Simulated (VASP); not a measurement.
# Vibrations of GaP at several levels of theory, part 2 of 3

Aim: the vibrations of GaP at the zone centre, at several levels of theory. The starting structure is a measured crystal structure from the Crystallography Open Database.

VASP 6.6.1.

Results so far: LDA T2 364.6 cm⁻¹.

### Step 3. Modes with LDA at the measured cell

Level of this step: LDA; plane waves and PAW (Ga_d, P) (VASP).

A relaxation of the atoms in the fixed cell, not shown, had nothing to move.

Input file INCAR:

```
SYSTEM = GaP
PREC = Accurate
ENCUT = 450
EDIFF = 1E-08
NELM = 100
ISMEAR = 0
SIGMA = 0.03
LREAL = .FALSE.
ALGO = Normal
GGA = CA
NBANDS = 15
LORBIT = 11
LWAVE = .FALSE.
LCHARG = .FALSE.
KPAR = 4
IBRION = 8
LEPSILON = .TRUE.
ISIF = 2
```

Input file POSCAR:

```
GaP
1.0
    0.0000000000      2.7252500000      2.7252500000
    2.7252500000      0.0000000000      2.7252500000
    2.7252500000      2.7252500000      0.0000000000
Ga P
1 1
Direct
    0.0000000000      0.0000000000      0.0000000000
    0.7500000000      0.7500000000      0.7500000000
```

Input file KPOINTS:

```
Automatic mesh
0
Gamma
10 10 10
0 0 0
```

The projector-augmented-wave data sets are Ga_d and P (LDA family, release 64).

Started as:

```console
mpirun -np 4 vasp_std
```

Output:

```text
[... set-up lines as in an earlier step ...]
 entering main loop
       N       E                     dE             d eps       ncg     rms          rms(c)
DAV:   1     0.729551376353E+02    0.72955E+02   -0.84055E+03  1473   0.157E+03
DAV:   2    -0.484434417406E+01   -0.77799E+02   -0.74104E+02  1543   0.293E+02
DAV:   3    -0.106614745865E+02   -0.58171E+01   -0.57918E+01  1788   0.662E+01
DAV:   4    -0.107586778024E+02   -0.97203E-01   -0.97162E-01  1776   0.920E+00
[...]
DAV:  12    -0.104421531752E+02    0.18517E-06   -0.49194E-07  1779   0.735E-03    0.466E-03
DAV:  13    -0.104421531528E+02    0.22384E-07   -0.19753E-07  1844   0.436E-03    0.867E-04
DAV:  14    -0.104421531522E+02    0.57662E-09   -0.82974E-09  1212   0.112E-03
   1 F= -.10442153E+02 E0= -.10442153E+02  d E =-.856900E-12
 Linear response reoptimize wavefunctions to high precision
DAV:   1    -0.104421531522E+02   -0.13642E-10   -0.16837E-09  1486   0.389E-04
DAV:   2    -0.104421531522E+02   -0.90949E-12   -0.24802E-10   922   0.153E-04
 Linear response G [H, r] |phi>, progress :
  Direction:   1
[...]
RMM:  15    -0.165251345801E+00    0.11734E-07   -0.13954E-07  8333   0.135E-05    0.934E-08
 first order change of Fermi-energy   0.62204E-04
 force on displaced ion       1 direction 1 :  -9.732   0.000   0.000
 Born effective charge ion    1 direction 1 :   2.111   0.000   0.000
 Linear response progress:
  Degree of freedom:   2/  2
       N       E                     dE             d eps       ncg     rms          rms(c)
RMM:   1    -0.508444761160E-01   -0.50844E-01    0.46989E-03 11692   0.177E+00
RMM:   2    -0.473210252272E-01    0.35235E-02   -0.58270E-03  9319   0.507E-01    0.119E-01
RMM:   3    -0.473315886986E-01   -0.10563E-04   -0.54317E-04 10345   0.164E-01    0.579E-02
RMM:   4    -0.475745596511E-01   -0.24297E-03   -0.13266E-04 10047   0.622E-02    0.110E-02
[...]
RMM:   9    -0.475640032235E-01    0.33072E-06    0.37978E-08 10694   0.292E-04    0.191E-05
RMM:  10    -0.475640987363E-01   -0.95513E-07    0.37634E-09 10258   0.102E-04    0.418E-06
RMM:  11    -0.475640942096E-01    0.45267E-08    0.83904E-09 10679   0.410E-05    0.625E-06
 first order change of Fermi-energy   0.53669E-04
 force on displaced ion       2 direction 1 :  -9.692   0.000   0.000
 Born effective charge ion    2 direction 1 :  -2.155   0.000   0.000
 Born effective charges drift removed
 Linear response finished
```

Run time: 2.9 min. Hardware: 4 MPI ranks of Intel Xeon Platinum 8259CL at 2.50GHz (Skylake/Cascade Lake), shared host; peak memory 1.3 GiB; 11 min of CPU time.

Parts of OUTCAR (step 3):

```text
  Total       -0.6871800     -0.6871800     -0.6871800     -0.0000000      0.0000000      0.0000000
  in kB      -27.1976904    -27.1976904    -27.1976904     -0.0000000      0.0000000      0.0000000
  external PRESSURE =     -27.1976904 kB  Pullay stress =       0.0000000 kB

 POSITION                                       TOTAL-FORCE (eV/Angst)
 -----------------------------------------------------------------------------------
      0.00000      0.00000      0.00000        -0.000000     -0.000000     -0.000000
      4.08788      4.08788      4.08788         0.000000      0.000000      0.000000
 -----------------------------------------------------------------------------------
    total drift:                               -0.000001     -0.000001     -0.000000

 MACROSCOPIC STATIC DIELECTRIC TENSOR (including local field effects in DFT)
 ------------------------------------------------------
          11.226305     0.000000     0.000000
           0.000000    11.226305     0.000000
           0.000000    -0.000000    11.226305
 ------------------------------------------------------

 MACROSCOPIC STATIC DIELECTRIC TENSOR IONIC CONTRIBUTION
 ------------------------------------------------------
           2.098939    -0.000000     0.000000
          -0.000000     2.098939    -0.000000
           0.000000    -0.000000     2.098939
 ------------------------------------------------------

[... 1 part as in an earlier step ...]

[... 1 further part left out ...]
```

With LDA at the measured cell the mode is T2 350.8 cm⁻¹, -13.8 cm⁻¹ from LDA.

### Step 4. Modes with PBEsol

PBEsol restores the gradient expansion of exchange and is tuned for the cells of solids. The cell comes from a relaxation at this level, not shown (40.14 Å³).

INCAR, as its differences from that of step 3:

```diff
@@ -9,3 +9,3 @@
 ALGO = Normal
-GGA = CA
+GGA = PS
 NBANDS = 15
```

Input file POSCAR:

```
GaP
1.0
    0.0000000000      2.7175374239      2.7175374239
    2.7175374239      0.0000000000      2.7175374239
    2.7175374239      2.7175374239      0.0000000000
Ga P
1 1
Direct
    0.0000000000      0.0000000000      0.0000000000
    0.7500000000      0.7500000000      0.7500000000
```

KPOINTS is that of step 3.

Potentials, in the order of the species: Ga_d and P (PBE family, release 64).

Started as:

```console
mpirun -np 4 vasp_std
```

Output:

```text
[banner, memory and clock lines left out]
running    4 mpi-ranks, on    1 nodes
[...]
|                                                                             |
|               ----> ADVICE to this user running VASP <----                  |
|                                                                             |
|     You enforced a specific xc type in the INCAR file but a different       |
|     [... a line on the potential file left out ...]
|     I HOPE YOU KNOW WHAT YOU ARE DOING!                                     |
|                                                                             |

 LDA part: xc-table for (Slater+PW92), standard interpolation
 POSCAR, INCAR and KPOINTS ok, starting setup
[...]
entering main loop
       N       E                     dE             d eps       ncg     rms          rms(c)
DAV:   1     0.755288710407E+02    0.75529E+02   -0.85318E+03  1450   0.158E+03
DAV:   2    -0.441862299973E+01   -0.79947E+02   -0.76400E+02  1585   0.295E+02
[...]
RMM:  16    -0.163279398216E+00    0.81828E-09   -0.10413E-07  8647   0.199E-05    0.900E-08
 first order change of Fermi-energy   0.13040E-04
 force on displaced ion       1 direction 1 : -10.030  -0.000  -0.000
 Born effective charge ion    1 direction 1 :   2.125   0.000   0.000
 Linear response progress:
  Degree of freedom:   2/  2
       N       E                     dE             d eps       ncg     rms          rms(c)
RMM:   1    -0.502363128007E-01   -0.50236E-01    0.10010E-02 11590   0.179E+00
RMM:   2    -0.470368756782E-01    0.31994E-02   -0.58412E-03  9312   0.513E-01    0.117E-01
RMM:   3    -0.470928253834E-01   -0.55950E-04   -0.52781E-04 10342   0.166E-01    0.579E-02
RMM:   4    -0.473841161744E-01   -0.29129E-03   -0.11938E-04 10134   0.610E-02    0.109E-02
[...]
RMM:  13    -0.473819076578E-01   -0.12140E-07    0.61163E-07  8432   0.142E-05    0.368E-07
RMM:  14    -0.473818924572E-01    0.15201E-07    0.75066E-07  5860   0.102E-05    0.152E-07
RMM:  15    -0.473818906605E-01    0.17967E-08    0.69999E-07  4769   0.897E-06    0.930E-08
 first order change of Fermi-energy   0.11582E-03
 force on displaced ion       2 direction 1 :  -9.979  -0.000  -0.000
 Born effective charge ion    2 direction 1 :  -2.164   0.000   0.000
 Born effective charges drift removed
 Linear response finished
```

Wall time 3.3 min (4 MPI ranks); peak memory 1.4 GiB; 13 min of CPU time.

OUTCAR, selected parts (step 4):

```text
  Total       -0.0006061     -0.0006061     -0.0006061      0.0000000      0.0000000      0.0000000
  in kB       -0.0241942     -0.0241942     -0.0241942      0.0000000      0.0000000      0.0000000
  external PRESSURE =      -0.0241942 kB  Pullay stress =       0.0000000 kB

 POSITION                                       TOTAL-FORCE (eV/Angst)
 -----------------------------------------------------------------------------------
      0.00000      0.00000      0.00000         0.000000     -0.000000      0.000000
      4.07631      4.07631      4.07631        -0.000000      0.000000     -0.000000
 -----------------------------------------------------------------------------------
    total drift:                               -0.000001     -0.000001     -0.000000

 MACROSCOPIC STATIC DIELECTRIC TENSOR (including local field effects in DFT)
 ------------------------------------------------------
          10.883710     0.000000     0.000000
           0.000000    10.883710     0.000000
          -0.000000    -0.000000    10.883710
 ------------------------------------------------------

 MACROSCOPIC STATIC DIELECTRIC TENSOR IONIC CONTRIBUTION
 ------------------------------------------------------
           2.077799    -0.000000     0.000000
          -0.000000     2.077799     0.000000
           0.000000     0.000000     2.077799
 ------------------------------------------------------

[... 1 part as in an earlier step ...]

[... 1 further part left out ...]
```

With PBEsol the mode is T2 356.0 cm⁻¹, -8.6 cm⁻¹ from LDA.

### Step 5. Modes with PBE

PBE, the usual starting point, adds the gradient of the density. The cell comes from a relaxation at this level, not shown (41.67 Å³).

INCAR, as its differences from that of step 4:

```diff
@@ -9,3 +9,3 @@
 ALGO = Normal
-GGA = PS
+GGA = PE
 NBANDS = 15
```

Input file POSCAR:

```
GaP
1.0
    0.0000000000      2.7516955794      2.7516955794
    2.7516955794      0.0000000000      2.7516955794
    2.7516955794      2.7516955794      0.0000000000
Ga P
1 1
Direct
    0.0000000000      0.0000000000      0.0000000000
    0.7500000000      0.7500000000      0.7500000000
```

KPOINTS is that of step 4.

Started as:

```console
mpirun -np 4 vasp_std
```

Output:

```text
[banner, memory and clock lines left out]
running    4 mpi-ranks, on    1 nodes
[...]
LDA part: xc-table for (Slater+PW92), standard interpolation
 POSCAR, INCAR and KPOINTS ok, starting setup
[...]
entering main loop
       N       E                     dE             d eps       ncg     rms          rms(c)
DAV:   1     0.748867586781E+02    0.74887E+02   -0.84876E+03  1474   0.157E+03
DAV:   2    -0.356562848101E+01   -0.78452E+02   -0.75319E+02  1571   0.294E+02
DAV:   3    -0.929115165145E+01   -0.57255E+01   -0.57054E+01  1732   0.654E+01
DAV:   4    -0.938551047690E+01   -0.94359E-01   -0.94335E-01  1746   0.911E+00
[...]
DAV:  13    -0.912452475436E+01   -0.34014E-06   -0.97103E-07  1704   0.865E-03    0.185E-03
DAV:  14    -0.912452477049E+01   -0.16127E-07   -0.38112E-08  1809   0.159E-03    0.149E-03
DAV:  15    -0.912452477207E+01   -0.15793E-08   -0.28900E-09  1244   0.406E-04
   1 F= -.91245248E+01 E0= -.91245248E+01  d E =-.334718E-17
 Linear response reoptimize wavefunctions to high precision
[...]
RMM:  17    -0.162850499650E+00    0.78685E-08   -0.63276E-08  7296   0.175E-05    0.249E-08
 first order change of Fermi-energy  -0.25629E-04
 force on displaced ion       1 direction 1 :  -9.386  -0.000  -0.000
 Born effective charge ion    1 direction 1 :   2.204   0.000   0.000
 Linear response progress:
  Degree of freedom:   2/  2
       N       E                     dE             d eps       ncg     rms          rms(c)
RMM:   1    -0.506793072760E-01   -0.50679E-01    0.96942E-03 11566   0.173E+00
RMM:   2    -0.473253833748E-01    0.33539E-02   -0.56633E-03  9309   0.487E-01    0.116E-01
RMM:   3    -0.474046050074E-01   -0.79222E-04   -0.46056E-04 10352   0.154E-01    0.577E-02
RMM:   4    -0.477382817001E-01   -0.33368E-03   -0.10271E-04 10020   0.594E-02    0.115E-02
[...]
RMM:  10    -0.477452715055E-01   -0.10487E-06   -0.16660E-08 10447   0.106E-04    0.574E-06
RMM:  11    -0.477452942417E-01   -0.22736E-07    0.39491E-09 10443   0.427E-05    0.673E-06
RMM:  12    -0.477452944578E-01   -0.21613E-09    0.77446E-10 10500   0.207E-05    0.704E-07
 first order change of Fermi-energy   0.15878E-03
 force on displaced ion       2 direction 1 :  -9.383   0.000   0.000
 Born effective charge ion    2 direction 1 :  -2.243   0.000   0.000
 Born effective charges drift removed
 Linear response finished
```

The job ended after 3.2 min (4 MPI ranks; peak memory 1.4 GiB).

Parts of OUTCAR (step 5):

```text
  Total        0.0075765      0.0075765      0.0075765      0.0000000      0.0000000     -0.0000000
  in kB        0.2913050      0.2913050      0.2913050      0.0000000      0.0000000     -0.0000000
  external PRESSURE =       0.2913050 kB  Pullay stress =       0.0000000 kB

 POSITION                                       TOTAL-FORCE (eV/Angst)
 -----------------------------------------------------------------------------------
      0.00000      0.00000      0.00000        -0.000000     -0.000000     -0.000000
      4.12754      4.12754      4.12754         0.000000      0.000000      0.000000
 -----------------------------------------------------------------------------------
    total drift:                               -0.000003     -0.000003     -0.000003

 MACROSCOPIC STATIC DIELECTRIC TENSOR (including local field effects in DFT)
 ------------------------------------------------------
          10.943747     0.000000    -0.000000
           0.000000    10.943747     0.000000
          -0.000000     0.000000    10.943747
 ------------------------------------------------------

 MACROSCOPIC STATIC DIELECTRIC TENSOR IONIC CONTRIBUTION
 ------------------------------------------------------
           2.293226    -0.000000    -0.000000
          -0.000000     2.293226     0.000000
          -0.000000     0.000000     2.293226
 ------------------------------------------------------

[... 1 part as in an earlier step ...]

[... 1 further part left out ...]
```

With PBE the mode is T2 344.9 cm⁻¹, -19.7 cm⁻¹ from LDA.

### Step 6. Modes with PBEsol + D3(BJ)

D3 with Becke-Johnson damping keeps a finite attraction at short range. The cell comes from a relaxation at this level, not shown (39.10 Å³).

INCAR, as its differences from that of step 5:

```diff
@@ -9,3 +9,4 @@
 ALGO = Normal
-GGA = PE
+GGA = PS
+IVDW = 12
 NBANDS = 15
@@ -15,4 +16,6 @@
 KPAR = 4
-IBRION = 8
-LEPSILON = .TRUE.
+IBRION = 6
+NFREE = 2
+POTIM = 0.015
+NSW = 1
 ISIF = 2
```

Input file POSCAR:

```
GaP
1.0
    0.0000000000      2.6938462432      2.6938462432
    2.6938462432      0.0000000000      2.6938462432
    2.6938462432      2.6938462432      0.0000000000
Ga P
1 1
Direct
    0.0000000000      0.0000000000      0.0000000000
    0.7500000000      0.7500000000      0.7500000000
```

KPOINTS is that of step 5.

Started as:

```console
mpirun -np 4 vasp_std
```

Output:

```text
[banner, memory and clock lines left out]
running    4 mpi-ranks, on    1 nodes
[...]
[... a notice as in an earlier step ...]

 LDA part: xc-table for (Slater+PW92), standard interpolation
 POSCAR, INCAR and KPOINTS ok, starting setup
[...]
entering main loop
       N       E                     dE             d eps       ncg     rms          rms(c)
DAV:   1     0.768243103799E+02    0.76824E+02   -0.84535E+03  1457   0.159E+03
DAV:   2    -0.427031043912E+01   -0.81095E+02   -0.77239E+02  1578   0.305E+02
DAV:   3    -0.101208878434E+02   -0.58506E+01   -0.58279E+01  1795   0.670E+01
DAV:   4    -0.102112549113E+02   -0.90367E-01   -0.90328E-01  1774   0.898E+00
[...]
DAV:  14    -0.991525384948E+01    0.15572E-07   -0.50173E-09  1384   0.870E-04    0.784E-04
DAV:  15    -0.991525383761E+01    0.11868E-07   -0.19256E-09  1027   0.329E-04    0.223E-05
DAV:  16    -0.991525383710E+01    0.51023E-09   -0.35607E-10   908   0.251E-04
   1 F= -.10497584E+02 E0= -.10497584E+02  d E =-.107543E-24
[... from here on, the cycles between the ionic steps are left out ...]
   2 F= -.10496387E+02 E0= -.10496387E+02  d E =-.153225E-18
   3 F= -.10496387E+02 E0= -.10496387E+02  d E =-.155071E-18
   4 F= -.10496389E+02 E0= -.10496389E+02  d E =-.155445E-18
   5 F= -.10496388E+02 E0= -.10496388E+02  d E =-.155371E-18
 Finite differences progress:
  Degree of freedom:   2/  2
  Displacement:        2/  2
  Total:               4/  4
```

Wall time 49 s (4 MPI ranks); peak memory 1.1 GiB; 3.2 min of CPU time.

From OUTCAR (step 6):

```text
 Edisp (eV)   -0.58233

 Edisp (eV)   -0.58233

  Total       0.00069     0.00360     0.00360     0.00000    -0.13029     0.00000
  in kB       0.02821     0.14745     0.14745     0.00000    -5.33924     0.00000
  external pressure =        0.11 kB  Pullay stress =        0.00 kB

 POSITION                                       TOTAL-FORCE (eV/Angst)
 -----------------------------------------------------------------------------------
      0.00000      0.00000      0.00000        -0.159505      0.000000      0.000000
      4.02577      4.04077      4.04077         0.159505     -0.000000     -0.000000
 -----------------------------------------------------------------------------------
    total drift:                               -0.000081     -0.000001     -0.000001

  FREE ENERGIE OF THE ION-ELECTRON SYSTEM (eV)
  ---------------------------------------------------
  free  energy   TOTEN  =       -10.4963883142 eV

  energy  without entropy=      -10.4963883142  energy(sigma->0) =      -10.49638831

[... 1 part as in an earlier step ...]

[... 2 further parts left out ...]
[key lines of the parts left out:]
E-fermi :   5.1453
```

The last energy, forces and stress in OUTCAR belong to the last displaced cell, not to that of POSCAR.

With PBEsol + D3(BJ) the mode is T2 367.2 cm⁻¹, +2.6 cm⁻¹ from LDA.

### Step 7. Modes with r2SCAN

r2SCAN adds the kinetic-energy density, costs more than a GGA and is run with LASPH. The cell comes from a relaxation at this level, not shown (40.43 Å³).

INCAR, as its differences from that of step 6:

```diff
@@ -9,4 +9,4 @@
 ALGO = Normal
-GGA = PS
-IVDW = 12
+METAGGA = R2SCAN
+LASPH = .TRUE.
 NBANDS = 15
```

Input file POSCAR:

```
GaP
1.0
    0.0000000000      2.7242161135      2.7242161135
    2.7242161135      0.0000000000      2.7242161135
    2.7242161135      2.7242161135      0.0000000000
Ga P
1 1
Direct
    0.0000000000      0.0000000000      0.0000000000
    0.7500000000      0.7500000000      0.7500000000
```

KPOINTS is that of step 6.

Started as:

```console
mpirun -np 4 vasp_std
```

Output:

```text
[banner, memory and clock lines left out]
running    4 mpi-ranks, on    1 nodes
[...]
[... a notice as in an earlier step ...]

 LDA part: xc-table for (None), standard interpolation
 POSCAR, INCAR and KPOINTS ok, starting setup
[...]
entering main loop
       N       E                     dE             d eps       ncg     rms          rms(c)
DAV:   1     0.631951758592E+02    0.63195E+02   -0.88369E+03  1481   0.162E+03
DAV:   2    -0.177678845497E+02   -0.80963E+02   -0.77652E+02  1543   0.307E+02
DAV:   3    -0.236500132496E+02   -0.58821E+01   -0.58617E+01  1795   0.676E+01
DAV:   4    -0.237393635962E+02   -0.89350E-01   -0.89332E-01  1617   0.909E+00
[...]
DAV:  13    -0.214635979052E+02   -0.80606E-06   -0.29255E-07  1868   0.810E-03    0.141E-03
DAV:  14    -0.214635983032E+02   -0.39802E-06   -0.21229E-08  1602   0.140E-03    0.102E-03
DAV:  15    -0.214635983014E+02    0.18144E-08   -0.19857E-08  1416   0.328E-03
   1 F= -.21463598E+02 E0= -.21463598E+02  d E =-.516508E-13
[... from here on, the cycles between the ionic steps are left out ...]
   2 F= -.21462470E+02 E0= -.21462470E+02  d E =-.597759E-24
   3 F= -.21462475E+02 E0= -.21462475E+02  d E =-.597032E-24
   4 F= -.21462446E+02 E0= -.21462446E+02  d E =-.651505E-24
   5 F= -.21462442E+02 E0= -.21462442E+02  d E =-.651566E-24
 Finite differences progress:
  Degree of freedom:   2/  2
  Displacement:        2/  2
  Total:               4/  4
```

It took 4.1 min on 4 MPI ranks; peak memory 1.1 GiB.

From OUTCAR (step 7):

```text
  Total       -0.0000238      0.0024759      0.0024759      0.0000000     -0.1123598      0.0000000
  in kB       -0.0009429      0.0981046      0.0981046      0.0000000     -4.4521214      0.0000000
  external PRESSURE =       0.0650888 kB  Pullay stress =       0.0000000 kB

 POSITION                                       TOTAL-FORCE (eV/Angst)
 -----------------------------------------------------------------------------------
      0.00000      0.00000      0.00000        -0.154622      0.000000      0.000000
      4.07132      4.08632      4.08632         0.154622     -0.000000     -0.000000
 -----------------------------------------------------------------------------------
    total drift:                               -0.001557      0.000006      0.000006

  FREE ENERGIE OF THE ION-ELECTRON SYSTEM (eV)
  ---------------------------------------------------
  free  energy   TOTEN  =       -21.4624416208 eV

  energy  without entropy=      -21.4624416208  energy(sigma->0) =      -21.46244162

[... 1 part as in an earlier step ...]

[... 2 further parts left out ...]
[key lines of the parts left out:]
E-fermi :   4.7202
```

With r2SCAN the mode is T2 360.1 cm⁻¹, -4.5 cm⁻¹ from LDA.

(Part 2 of 3 ends here.)

[Lines on the potential files, build, host, timing and source positions are cut from VASP's logs without a mark.]

[Logs are printed without paths, hosts, clocks, repeated set-up lines and the standing remarks that a program may print on its own settings, such as how far it seeks lower states.]

[Hosts, paths, dates, database ids (printed as entryN), source tags and the programs' standing remarks are cut or masked in the printed files.]
